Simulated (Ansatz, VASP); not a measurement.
## One calculation of MgTe, two programs

```
Mg Te
1.0
     4.59020    0.00000    0.00000
    -2.29510    3.97523    0.00000
     0.00000    0.00000    7.43781
Mg Te
2 2
Cartesian
  0.0000 2.6502 7.4080
  2.2951 1.3251 3.6891
  0.0000 2.6502 2.7818
  2.2951 1.3251 6.5007
```

The cell is a database's computed one.

Alike in both runs: task relaxation of cell and atoms; functional LDA; k mesh 9 × 9 × 4; occupations gaussian, width 0.02 eV; no spin polarisation.

```csv
,VASP,Ansatz
version,VASP 6.6.1,Ansatz 0.2.0
potentials or method,"VASP PAW LDA potentials, release 64 (Mg, Te)","scalar-relativistic, plane waves, PAW"
plane-wave cutoff (eV),600,420
valence electrons in the cell,16,52
```

Ansatz gave:

```
gap on the k mesh at the Fermi level, each at its own relaxed structure (eV) : 2.42
relaxed volume (Å³/atom)                                                     : 32.31
relaxed cell length with the largest relative difference (Å)                 : 7.338
energy change over the relaxation (meV/atom)                                 : -9
```

Task: Which values does VASP return?

Result: gap on the k mesh at the Fermi level, each at its own relaxed structure (eV): 2.46; relaxed volume (Å³/atom): 32.27; relaxed cell length with the largest relative difference (Å): 7.334; energy change over the relaxation (meV/atom): -10.

The two sets of potentials don't hold the same shells in valence. Ansatz warned: «pseudo_functional_mismatch».

Caveats: spin-orbit coupling is left out, which moves the levels of the heavy elements. Expect the measured gap to be larger: semilocal functionals such as LDA lack the derivative discontinuity.
